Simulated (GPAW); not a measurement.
A run of GPAW 26.7.0:

File run.py:

```python
from ase.dft.bandgap import bandgap
from ase.io import read, write
from ase.units import GPa
from gpaw import GPAW, PW

atoms = read('POSCAR')

calc = GPAW(mode=PW(800),
            xc='MGGA_X_SCAN+MGGA_C_SCAN',
            kpts={'size': (10, 10, 9), 'gamma': True},
            occupations={'name': 'fermi-dirac', 'width': 0.05},
            nbands=18,
            convergence={'density': 1e-05, 'energy': 1e-05},
            maxiter=150,
            txt='gpaw.txt')
atoms.calc = calc
energy = atoms.get_potential_energy()
forces = atoms.get_forces()
stress = atoms.get_stress()
calc.write('gs.gpw')
write('result.traj', atoms)
print(f'Energy: {energy:.6f} eV')
print('Forces (eV/A):')
print(forces.round(4))
print('Stress (GPa):', (stress / GPa).round(3))
print('Fermi level:', round(calc.get_fermi_level(), 4), 'eV')
print(f'Gap: {bandgap(calc)[0]:.4f} eV, direct: {bandgap(calc, direct=True)[0]:.4f} eV')
```

The input POSCAR:

```
ZnO
1.0
    1.4332300000     -3.5270800000      0.0000000000
    1.4332300000      3.5270800000      0.0000000000
    0.0000000000      0.0000000000      2.8384900000
Zn O
1 1
Direct
    0.0000000000      0.0000000000      0.0000000000
    0.5000000000      0.5000000000      0.5000000000
```

Potentials or basis: GPAW PAW data sets (gpaw-data 1.2.1), pw.

Command:

```console
$ OMP_NUM_THREADS=1 python run.py
```

Hardware: 1 thread of Arm Neoverse V2 (shared host).

Q: How long does it take, and how much memory?

A: Run time: 2.9 min on 1 thread of Arm Neoverse V2, on a shared host, peak memory 0.34 GiB. Counts: scf iterations 11, plane waves 1494, bands 18, k points 155.
